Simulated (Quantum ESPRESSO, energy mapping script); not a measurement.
**MnS: exchange couplings from total energies**

Aim: the exchange couplings of MnS from the energies of a few collinear orders, and the ordering temperature that they give.

Program: Quantum ESPRESSO 7.5. Level of theory: PBE with U = 4 eV on Mn d, ortho-atomic projectors; plane waves, U on orthogonalised atomic orbitals unless named otherwise, collinear spin, no spin–orbit coupling. Results are calculated unless marked as measured.

The experiments to compare with:

For MnS, rock salt (x = 0), “Single-Crystal and Powder Neutron Diffraction Study of FeXMn1-XS Solid Solutions” (2011, arxiv:1108.4537) gives, by neutron diffraction: ordering temperature (Neel temperature) 150 K.

This is a report of a sequence of runs, with most program output left out.

The database entry behind the starting cell differs from later determinations by our own check (an axis about 0.2 % short against later determinations), so it need not match the best structure at ambient conditions.

### Step 1. The structure

It takes space group Fm-3m (No. 225, cubic). The conventional cell has a = 5.209 Å, b = 5.209 Å, c = 5.209 Å, α = 90.00°, β = 90.00°, γ = 90.00°. Mn has 6 S at 2.60 Å nearest. S has 6 Mn at 2.60 Å nearest. Farther neighbours and most contacts between anions are not listed.

Coordinates:

```cif
data_structure
_symmetry_space_group_name_H-M 'Fm-3m'
_symmetry_Int_Tables_number 225
_cell_length_a 5.2090
_cell_length_b 5.2090
_cell_length_c 5.2090
_cell_angle_alpha 90.000
_cell_angle_beta 90.000
_cell_angle_gamma 90.000
_cell_volume 141.34
loop_
_atom_site_label
_atom_site_type_symbol
_atom_site_symmetry_multiplicity
_atom_site_Wyckoff_symbol
_atom_site_fract_x
_atom_site_fract_y
_atom_site_fract_z
_atom_site_occupancy
Mn1 Mn 4 a 0.00000 0.00000 0.00000 1
S1 S 4 b 0.50000 0.00000 0.00000 1
```

The U corrects the self-interaction that lets semilocal functionals spread d and f electrons too far. Its value here is typed, not computed. These runs use Quantum ESPRESSO.

### Step 2. Order 1: parallel, cell A of 4 atoms

The parallel order is the zero of energy for this cell and mesh.

The potential files are GBRV's for PBE; pw.x takes the functional from them.

The input, pw.in:

```
&control
  calculation = 'scf'
  prefix = 'pw'
  outdir = './tmp/'
  pseudo_dir = './pseudo/'
  verbosity = 'low'
/
&system
  ibrav = 0
  nat = 4
  ntyp = 2
  ecutwfc = 45
  ecutrho = 360
  nbnd = 38
  occupations = 'smearing'
  smearing = 'fd'
  degauss = 0.00367493
  nspin = 2
  starting_magnetization(1) = 0.3000
/
&electrons
  conv_thr = 1.0e-08
  electron_maxstep = 120
  mixing_beta = 0.3
  mixing_mode = 'plain'
/
ATOMIC_SPECIES
  Mn 54.9380 Mn.upf
  S 32.0600 S.upf
CELL_PARAMETERS angstrom
  0.00000000 -2.60450000 -2.60450000
  -2.60450000 0.00000000 -2.60450000
  2.60450000 2.60450000 -5.20900000
ATOMIC_POSITIONS crystal
  Mn 0.50000000 0.50000000 0.50000000
  Mn 0.00000000 0.00000000 0.00000000
  S 0.75000000 0.75000000 0.75000000
  S 0.25000000 0.25000000 0.25000000
K_POINTS automatic
  7 7 7 0 0 0
HUBBARD {ortho-atomic}
U Mn-3d 4
```

Started as:

```
$ OMP_NUM_THREADS=1 mpirun -n 4 pw.x -nk 4 -in pw.in > pw.out
```

It took 48 s on 4 MPI ranks of Arm Neoverse V1, shared host; peak memory 0.65 GiB; 3.2 min of CPU time.

Spin moment in the sphere by atom:

| atom | spin moment in the sphere (μB) |
| --- | --- |
| Mn1 | 4.51 |
| Mn2 | 4.51 |
| S3 | 0.11 |
| S4 | 0.11 |

The run ends ferromagnetic.

### Step 3. Run 2 (compensated +−; cell A, 4 atoms)

This order reverses 6 of the 12 neighbours at 3.68 Å, 6 of the 6 neighbours at 5.21 Å and 12 of the 24 neighbours at 6.38 Å, counted for an average magnetic atom.

pw.in, as its differences from that of step 2:

```diff
@@ -10,6 +10,6 @@
   nat = 4
-  ntyp = 2
+  ntyp = 3
   ecutwfc = 45
   ecutrho = 360
-  nbnd = 38
+  nbnd = 33
   occupations = 'smearing'
@@ -19,2 +19,3 @@
   starting_magnetization(1) = 0.3000
+  starting_magnetization(2) = -0.3000
 /
@@ -27,3 +28,4 @@
 ATOMIC_SPECIES
-  Mn 54.9380 Mn.upf
+  Mn1 54.9380 Mn.upf
+  Mn2 54.9380 Mn.upf
   S 32.0600 S.upf
@@ -34,4 +36,4 @@
 ATOMIC_POSITIONS crystal
-  Mn 0.50000000 0.50000000 0.50000000
-  Mn 0.00000000 0.00000000 0.00000000
+  Mn1 0.50000000 0.50000000 0.50000000
+  Mn2 0.00000000 0.00000000 0.00000000
   S 0.75000000 0.75000000 0.75000000
@@ -41,2 +43,3 @@
 HUBBARD {ortho-atomic}
-U Mn-3d 4
+U Mn1-3d 4
+U Mn2-3d 4
```

It took 44 s on 4 MPI ranks; peak memory 0.64 GiB.

Spin moment in the sphere by atom:

| atom | spin moment in the sphere (μB) |
| --- | --- |
| Mn1 | 4.43 |
| Mn2 | -4.43 |
| S3 | 0.00 |
| S4 | 0.00 |

The run ends antiferromagnetic, 56.85 meV a magnetic atom below the parallel order of its cell.

### Step 4. Run 3 (parallel; cell B, 4 atoms)

A new cell needs its own zero of energy.

This run holds the same structure in another cell (c 6.380 → 5.209 Å, α 73.2 → 90.0°, β 73.2 → 90.0°, γ 60.0 → 90.0°).

The input, pw.in:

```
&control
  calculation = 'scf'
  prefix = 'pw'
  outdir = './tmp/'
  pseudo_dir = './pseudo/'
  verbosity = 'low'
/
&system
  ibrav = 0
  nat = 4
  ntyp = 2
  ecutwfc = 45
  ecutrho = 360
  nbnd = 38
  occupations = 'smearing'
  smearing = 'fd'
  degauss = 0.00367493
  nspin = 2
  starting_magnetization(1) = 0.3000
/
&electrons
  conv_thr = 1.0e-08
  electron_maxstep = 120
  mixing_beta = 0.3
  mixing_mode = 'plain'
/
ATOMIC_SPECIES
  Mn 54.9380 Mn.upf
  S 32.0600 S.upf
CELL_PARAMETERS angstrom
  0.00000000 -2.60450000 -2.60450000
  0.00000000 2.60450000 -2.60450000
  5.20900000 0.00000000 0.00000000
ATOMIC_POSITIONS crystal
  Mn 0.50000000 0.50000000 0.50000000
  Mn 0.00000000 0.00000000 0.00000000
  S 0.50000000 0.50000000 0.00000000
  S 0.00000000 0.00000000 0.50000000
K_POINTS automatic
  6 6 4 0 0 0
HUBBARD {ortho-atomic}
U Mn-3d 4
```

Wall time 28 s (4 MPI ranks); peak memory 0.59 GiB; 1.9 min of CPU time.

The run ends ferromagnetic. For each magnetic atom its energy differs from the parallel run of the first cell by 0.86 meV, an error that one common reference would have brought in.

### Step 5. Run 4 (compensated +−; cell B, 4 atoms)

This order reverses 8 of the 12 neighbours at 3.68 Å, 0 of the 6 neighbours at 5.21 Å and 16 of the 24 neighbours at 6.38 Å, counted for an average magnetic atom.

pw.in, as its differences from that of step 4:

```diff
@@ -10,6 +10,6 @@
   nat = 4
-  ntyp = 2
+  ntyp = 3
   ecutwfc = 45
   ecutrho = 360
-  nbnd = 38
+  nbnd = 33
   occupations = 'smearing'
@@ -19,2 +19,3 @@
   starting_magnetization(1) = 0.3000
+  starting_magnetization(2) = -0.3000
 /
@@ -27,3 +28,4 @@
 ATOMIC_SPECIES
-  Mn 54.9380 Mn.upf
+  Mn1 54.9380 Mn.upf
+  Mn2 54.9380 Mn.upf
   S 32.0600 S.upf
@@ -34,4 +36,4 @@
 ATOMIC_POSITIONS crystal
-  Mn 0.50000000 0.50000000 0.50000000
-  Mn 0.00000000 0.00000000 0.00000000
+  Mn1 0.50000000 0.50000000 0.50000000
+  Mn2 0.00000000 0.00000000 0.00000000
   S 0.50000000 0.50000000 0.00000000
@@ -41,2 +43,3 @@
 HUBBARD {ortho-atomic}
-U Mn-3d 4
+U Mn1-3d 4
+U Mn2-3d 4
```

It took 30 s on 4 MPI ranks; peak memory 0.57 GiB.

The run ends antiferromagnetic, 21.44 meV a magnetic atom below the parallel order of its cell.

### Step 6. Parallel start in cell C (6 atoms)

The parallel order again, as the reference for this cell.

The input, pw.in:

```
&control
  calculation = 'scf'
  prefix = 'pw'
  outdir = './tmp/'
  pseudo_dir = './pseudo/'
  verbosity = 'low'
/
&system
  ibrav = 0
  nat = 6
  ntyp = 2
  ecutwfc = 45
  ecutrho = 360
  nbnd = 54
  occupations = 'smearing'
  smearing = 'fd'
  degauss = 0.00367493
  nspin = 2
  starting_magnetization(1) = 0.3000
/
&electrons
  conv_thr = 1.5e-08
  electron_maxstep = 120
  mixing_beta = 0.3
  mixing_mode = 'plain'
/
ATOMIC_SPECIES
  Mn 54.9380 Mn.upf
  S 32.0600 S.upf
CELL_PARAMETERS angstrom
  0.00000000 2.60450000 2.60450000
  -2.60450000 0.00000000 -2.60450000
  -5.20900000 -5.20900000 5.20900000
ATOMIC_POSITIONS crystal
  Mn 0.00000000 0.00000000 0.00000000
  Mn 0.33333333 0.66666667 0.66666667
  Mn 0.66666667 0.33333333 0.33333333
  S 0.66666667 0.33333333 0.83333333
  S 0.00000000 0.00000000 0.50000000
  S 0.33333333 0.66666667 0.16666667
K_POINTS automatic
  7 7 3 0 0 0
HUBBARD {ortho-atomic}
U Mn-3d 4
```

Wall time 52 s (4 MPI ranks); peak memory 0.71 GiB.

The run ends ferromagnetic. For each magnetic atom its energy differs from the parallel run of the first cell by 0.01 meV, an error that one common reference would have brought in.

### Step 7. Order 6: uncompensated ++−, cell C of 6 atoms

This order reverses 4 of the 12 neighbours at 3.68 Å, 4 of the 6 neighbours at 5.21 Å and 12 of the 24 neighbours at 6.38 Å, counted for an average magnetic atom.

pw.in, as its differences from that of step 6:

```diff
@@ -10,6 +10,6 @@
   nat = 6
-  ntyp = 2
+  ntyp = 3
   ecutwfc = 45
   ecutrho = 360
-  nbnd = 54
+  nbnd = 49
   occupations = 'smearing'
@@ -19,2 +19,3 @@
   starting_magnetization(1) = 0.3000
+  starting_magnetization(2) = -0.3000
 /
@@ -27,3 +28,4 @@
 ATOMIC_SPECIES
-  Mn 54.9380 Mn.upf
+  Mn1 54.9380 Mn.upf
+  Mn2 54.9380 Mn.upf
   S 32.0600 S.upf
@@ -34,5 +36,5 @@
 ATOMIC_POSITIONS crystal
-  Mn 0.00000000 0.00000000 0.00000000
-  Mn 0.33333333 0.66666667 0.66666667
-  Mn 0.66666667 0.33333333 0.33333333
+  Mn1 0.00000000 0.00000000 0.00000000
+  Mn1 0.33333333 0.66666667 0.66666667
+  Mn2 0.66666667 0.33333333 0.33333333
   S 0.66666667 0.33333333 0.83333333
@@ -43,2 +45,3 @@
 HUBBARD {ortho-atomic}
-U Mn-3d 4
+U Mn1-3d 4
+U Mn2-3d 4
```

It took 53 s on 4 MPI ranks; peak memory 0.83 GiB; 3.5 min of CPU time.

The run ends ferrimagnetic, 44.20 meV a magnetic atom below the parallel order of its cell.

### Step 8. Order 7: parallel, cell D of 6 atoms

This run holds the same structure in another cell (b 3.683 → 5.209 Å, c 9.022 → 6.380 Å, α 90.0 → 114.1°, β 90.0 → 106.8°, γ 120.0 → 90.0°).

The input, pw.in:

```
&control
  calculation = 'scf'
  prefix = 'pw'
  outdir = './tmp/'
  pseudo_dir = './pseudo/'
  verbosity = 'low'
/
&system
  ibrav = 0
  nat = 6
  ntyp = 2
  ecutwfc = 45
  ecutrho = 360
  nbnd = 54
  occupations = 'smearing'
  smearing = 'fd'
  degauss = 0.00367493
  nspin = 2
  starting_magnetization(1) = 0.3000
/
&electrons
  conv_thr = 1.5e-08
  electron_maxstep = 120
  mixing_beta = 0.3
  mixing_mode = 'plain'
/
ATOMIC_SPECIES
  Mn 54.9380 Mn.upf
  S 32.0600 S.upf
CELL_PARAMETERS angstrom
  0.00000000 -2.60450000 -2.60450000
  -5.20900000 0.00000000 0.00000000
  2.60450000 5.20900000 -2.60450000
ATOMIC_POSITIONS crystal
  Mn 0.66666667 0.66666667 0.33333333
  Mn 0.33333333 0.33333333 0.66666667
  Mn 0.00000000 0.00000000 0.00000000
  S 0.66666667 0.16666667 0.33333333
  S 0.33333333 0.83333333 0.66666667
  S 0.00000000 0.50000000 0.00000000
K_POINTS automatic
  6 6 6 0 0 0
HUBBARD {ortho-atomic}
U Mn-3d 4
```

Elapsed: 1.9 min, on 4 MPI ranks; peak memory 0.98 GiB; 7.5 min of CPU time.

The run ends ferromagnetic. For each magnetic atom its energy differs from the parallel run of the first cell by 0.01 meV, an error that one common reference would have brought in.

### Step 9. Order 8: uncompensated ++−, cell D of 6 atoms

This order reverses 6.67 of the 12 neighbours at 3.68 Å, 2.67 of the 6 neighbours at 5.21 Å and 8 of the 24 neighbours at 6.38 Å, counted for an average magnetic atom.

pw.in, as its differences from that of step 8:

```diff
@@ -10,6 +10,6 @@
   nat = 6
-  ntyp = 2
+  ntyp = 3
   ecutwfc = 45
   ecutrho = 360
-  nbnd = 54
+  nbnd = 49
   occupations = 'smearing'
@@ -19,2 +19,3 @@
   starting_magnetization(1) = 0.3000
+  starting_magnetization(2) = -0.3000
 /
@@ -27,3 +28,4 @@
 ATOMIC_SPECIES
-  Mn 54.9380 Mn.upf
+  Mn1 54.9380 Mn.upf
+  Mn2 54.9380 Mn.upf
   S 32.0600 S.upf
@@ -34,5 +36,5 @@
 ATOMIC_POSITIONS crystal
-  Mn 0.66666667 0.66666667 0.33333333
-  Mn 0.33333333 0.33333333 0.66666667
-  Mn 0.00000000 0.00000000 0.00000000
+  Mn1 0.66666667 0.66666667 0.33333333
+  Mn1 0.33333333 0.33333333 0.66666667
+  Mn2 0.00000000 0.00000000 0.00000000
   S 0.66666667 0.16666667 0.33333333
@@ -43,2 +45,3 @@
 HUBBARD {ortho-atomic}
-U Mn-3d 4
+U Mn1-3d 4
+U Mn2-3d 4
```

Elapsed: 2 min, on 4 MPI ranks; peak memory 1 GiB; 8 min of CPU time.

The run ends ferrimagnetic, 39.76 meV a magnetic atom below the parallel order of its cell.

### Step 10. Parallel start in cell E (6 atoms)

This run holds the same structure in another cell (b 5.209 → 3.683 Å, c 6.380 → 8.236 Å, α 114.1 → 102.9°, β 106.8 → 102.9°).

The input, pw.in:

```
&control
  calculation = 'scf'
  prefix = 'pw'
  outdir = './tmp/'
  pseudo_dir = './pseudo/'
  verbosity = 'low'
/
&system
  ibrav = 0
  nat = 6
  ntyp = 2
  ecutwfc = 45
  ecutrho = 360
  nbnd = 54
  occupations = 'smearing'
  smearing = 'fd'
  degauss = 0.00367493
  nspin = 2
  starting_magnetization(1) = 0.3000
/
&electrons
  conv_thr = 1.5e-08
  electron_maxstep = 120
  mixing_beta = 0.3
  mixing_mode = 'plain'
/
ATOMIC_SPECIES
  Mn 54.9380 Mn.upf
  S 32.0600 S.upf
CELL_PARAMETERS angstrom
  0.00000000 2.60450000 2.60450000
  0.00000000 2.60450000 -2.60450000
  -7.81350000 -2.60450000 0.00000000
ATOMIC_POSITIONS crystal
  Mn 0.00000000 0.00000000 0.00000000
  Mn 0.33333333 0.33333333 0.66666667
  Mn 0.66666667 0.66666667 0.33333333
  S 0.83333333 0.83333333 0.66666667
  S 0.16666667 0.16666667 0.33333333
  S 0.50000000 0.50000000 0.00000000
K_POINTS automatic
  6 6 6 0 0 0
HUBBARD {ortho-atomic}
U Mn-3d 4
```

Elapsed: 68 s, on 4 MPI ranks; peak memory 0.73 GiB; 4.5 min of CPU time.

The run ends ferromagnetic. For each magnetic atom its energy differs from the parallel run of the first cell by 0.69 meV, an error that one common reference would have brought in.

### Step 11. Run 10 (uncompensated ++−; cell E, 6 atoms)

This order reverses 5.33 of the 12 neighbours at 3.68 Å, 1.33 of the 6 neighbours at 5.21 Å and 16 of the 24 neighbours at 6.38 Å, counted for an average magnetic atom.

pw.in, as its differences from that of step 10:

```diff
@@ -10,6 +10,6 @@
   nat = 6
-  ntyp = 2
+  ntyp = 3
   ecutwfc = 45
   ecutrho = 360
-  nbnd = 54
+  nbnd = 49
   occupations = 'smearing'
@@ -19,2 +19,3 @@
   starting_magnetization(1) = 0.3000
+  starting_magnetization(2) = -0.3000
 /
@@ -27,3 +28,4 @@
 ATOMIC_SPECIES
-  Mn 54.9380 Mn.upf
+  Mn1 54.9380 Mn.upf
+  Mn2 54.9380 Mn.upf
   S 32.0600 S.upf
@@ -34,5 +36,5 @@
 ATOMIC_POSITIONS crystal
-  Mn 0.00000000 0.00000000 0.00000000
-  Mn 0.33333333 0.33333333 0.66666667
-  Mn 0.66666667 0.66666667 0.33333333
+  Mn1 0.00000000 0.00000000 0.00000000
+  Mn1 0.33333333 0.33333333 0.66666667
+  Mn2 0.66666667 0.66666667 0.33333333
   S 0.83333333 0.83333333 0.66666667
@@ -43,2 +45,3 @@
 HUBBARD {ortho-atomic}
-U Mn-3d 4
+U Mn1-3d 4
+U Mn2-3d 4
```

Wall time 75 s (4 MPI ranks); peak memory 0.9 GiB.

The run ends ferrimagnetic, 28.05 meV a magnetic atom below the parallel order of its cell.

### Step 12. From energies to couplings

Each energy difference is a sum of couplings weighted by the pairs that the order reverses. A few near shells are fitted to the differences by least squares. Energies are those extrapolated to zero occupation width, not the free energies F.

The orders side by side; each is measured from the parallel order in the same cell and on the same mesh:

| order | atoms | energy (meV a magnetic atom) | moments (μB) | moments kept as typed | opposed neighbours at 3.68, 5.21, 6.38 Å |
| --- | --- | --- | --- | --- | --- |
| parallel in cell A | 4 | 0.00 | 4.51 | yes | 0, 0, 0 |
| compensated +− in cell A | 4 | -56.85 | 4.43 | yes | 6, 6, 12 |
| parallel in cell B | 4 | 0.00 | 4.51 | yes | 0, 0, 0 |
| compensated +− in cell B | 4 | -21.44 | 4.48 | yes | 8, 0, 16 |
| parallel in cell C | 6 | 0.00 | 4.51 | yes | 0, 0, 0 |
| uncompensated ++− in cell C | 6 | -44.20 | 4.42 to 4.46 | yes | 4, 4, 12 |
| parallel in cell D | 6 | 0.00 | 4.51 | yes | 0, 0, 0 |
| uncompensated ++− in cell D | 6 | -39.76 | 4.43 to 4.47 | yes | 6.67, 2.67, 8 |
| parallel in cell E | 6 | 0.00 | 4.51 | yes | 0, 0, 0 |
| uncompensated ++− in cell E | 6 | -28.05 | 4.46 to 4.48 | yes | 5.33, 1.33, 16 |

Couplings from the energies, with E = −Σ J e·e over ordered pairs:

| pair | distance (Å) | neighbours | J (meV) |
| --- | --- | --- | --- |
| Mn–Mn | 3.68 | 12 | -1.01 |
| Mn–Mn | 5.21 | 6 | -3.49 |
| Mn–Mn | 6.38 | 24 | -0.151 |
| Mn–Mn | 7.37 | 12 | -0.400 |

Adding the shell at 8.24 Å gives -0.86, -3.4, -0.13, -0.43 and -0.12 meV and a mean-field temperature of 118 K, an exact solve that tests nothing.

In mean field these couplings order at 125 K, at q = (0.50, 0.50, 0.50) in fractions of the conventional cell's reciprocal vectors, and give a Curie–Weiss temperature of -320 K.

### Step 13. Monte Carlo

Mean field ignores fluctuations and overstates the ordering temperature, so the model is also sampled. The heat capacity peaks where order sets in.

Classical unit spins with these couplings on 8×8×4 copies of a cell that holds the lowest order (512 spins), heat-bath sweeps, cooled from random directions, 831 sweeps to settle and 2493 measured at each temperature, averaged over 4 runs.

| T (K) | order along the lowest pattern | net moment | heat capacity (k_B a spin) |
| --- | --- | --- | --- |
| 15.0 | 0.47 | 0.01 | 1.05 |
| 25.6 | 0.40 | 0.01 | 1.08 |
| 41.6 | 0.43 | 0.01 | 1.19 |
| 52.2 | 0.36 | 0.01 | 1.29 |
| 62.9 | 0.32 | 0.01 | 1.52 |
| 73.5 | 0.26 | 0.02 | 1.84 |
| 78.9 | 0.22 | 0.02 | 1.83 |
| 89.5 | 0.16 | 0.02 | 1.14 |
| 100 | 0.12 | 0.02 | 0.71 |
| 111 | 0.10 | 0.02 | 0.50 |
| 127 | 0.08 | 0.02 | 0.35 |
| 137 | 0.07 | 0.02 | 0.28 |

The smoothed heat capacity peaks at 74 K. The order column follows one pattern alone; equivalent domains or another pattern share the rest.

### Step 14. Outcome

```json
{
 "lowest order tried": "compensated +− in cell A",
 "largest fitted value, Mn–Mn at 5.21 Å": "-3.49 meV",
 "ordering temperature, mean field": "125 K",
 "heat-capacity peak, Monte Carlo": "74 K"
}
```

What this shows: Of the orders tried, MnS prefers the order “compensated +− in cell A” under PBE+U (4 eV), QE, GBRV, with 6 of 12 neighbours at 3.68 Å, 6 of 6 neighbours at 5.21 Å and 12 of 24 neighbours at 6.38 Å opposed, and the heat capacity of the fitted model peaks near 74 K (Monte Carlo, classical spins). The largest fitted coupling is the Mn–Mn pair at 5.21 Å, antiferromagnetic at -3.5 meV, across a ligand at about 180°. The straight metal–ligand–metal path outweighs the right-angled one, the pattern expected of superexchange through one ligand p orbital, which these runs do not test. The orders also reverse pairs at 8.24 Å, which are not fitted, so the fitted values hold their part too. With 5 differences for 4 couplings the fit misses by 1.4 meV at most, a small part of the spread. In the fitted orders moments change by up to 2.0 % against the parallel run of the same cell, so their size stays put. Monte Carlo puts the peak at 0.59 of the mean-field temperature, since mean field leaves out fluctuations. In tests on simple cubic and body-centred models such peaks lay 5 to 6 % under the bulk value. On cooling, the order along the one computed pattern stays at or under 0.47: the model settles in an equivalent domain, a degenerate mixture or another order. The Curie–Weiss temperature is 4.3 times the peak temperature in size, a mark of frustration. The parallel order holds 5 μB a magnetic atom, spin 2.5; the common factor (S+1)/S would raise the classical 74 K to 104 K, a correction that often overshoots. The classical value and the one scaled by (S+1)/S differ by a factor of 1.4, so closeness of either to the measured temperature is partly a matter of convention.

Computed beside measured:

```
                             quantity  measured  PBE+U (4 eV), QE, GBRV, Monte Carlo  PBE+U (4 eV), QE, GBRV, Monte Carlo × (S+1)/S
ordering temperature (spin model) (K)       150                         74 (-50.7 %)                                  104 (-30.9 %)
```

Measured values from arxiv:1108.4537 (2011).

**Verdict.** For the ordering temperature, of the levels listed nearest comes PBE+U (4 eV), QE, GBRV, Monte Carlo × (S+1)/S (-30.9 %, a clear miss) and farthest PBE+U (4 eV), QE, GBRV, Monte Carlo (-50.7 %, a clear miss). A U picked for its result is no test. No cell relaxation is part of this session.

[Logs and program files are shortened in this print: banners, set-up blocks, solver, clock and traceback lines can be left out without a mark of their own.]

[Logs are printed without paths, hosts, clocks, repeated set-up lines and the standing remarks that a program may print on its own settings, such as how far it seeks lower states.]

[Hosts, paths, dates, database ids (printed as entryN), source tags and the programs' standing remarks are cut or masked in the printed files.]

[Where a cell is said to come from a database of computed structures, the database is the Materials Project.]
